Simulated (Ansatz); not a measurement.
Crystal: PbSe2.

```
CELL_PARAMETERS angstrom
-3.23863 3.23863 3.90220
3.23863 -3.23863 3.90220
3.23863 3.23863 -3.90220
ATOMIC_POSITIONS crystal
Pb 0.75000 0.75000 0.00000
Pb 0.25000 0.25000 0.00000
Se 0.12982 0.37018 0.50000
Se 0.87018 0.62982 0.50000
Se 0.37018 0.87018 0.24037
Se 0.62982 0.12982 0.75963
```

The cell comes from a database or a generator and needn't be the stable form of this composition.

Base run:

```yaml
Program: Ansatz 0.2.0
Functional: LDA
Potentials_or_basis: Ansatz PAW
Cutoff: "420 eV (not typed: the program's choice for these potentials)"
k_mesh: 6 × 6 × 6
Occupations: fermi-dirac, width 0.05 eV
Spin: no spin polarisation
```

Its results: band gap on the k mesh none (metal or under the smearing width); pressure -3.4 GPa; largest force 0.131 eV/Å.

Q: The run is repeated on the same cell with these changes: functional from LDA to r2SCAN; cutoff from 420 eV (not typed: the program's choice for these potentials) to 500 eV (not typed: the program's choice for these potentials). What comes out?

A: Band gap on the k mesh 0.25 eV, indirect (least direct gap 0.54 eV); pressure 0.0 GPa; largest force 0.007 eV/Å.

r2SCAN gives the wider gap, since meta-GGAs in the generalised Kohn-Sham scheme recover part of the derivative discontinuity.

Caveats: the PAW data sets come from PBE, with cores solved anew for the run's functional, which leaves a small shift of forces and pressure; spin-orbit coupling is left out, which moves the levels of the heavy elements (some runs); the k mesh misses the band edges, so the gap on the mesh is wider than the one along the path (some runs); spin-orbit coupling is left out, which as a rule narrows the gap of such compounds by several tenths of an eV (some runs).
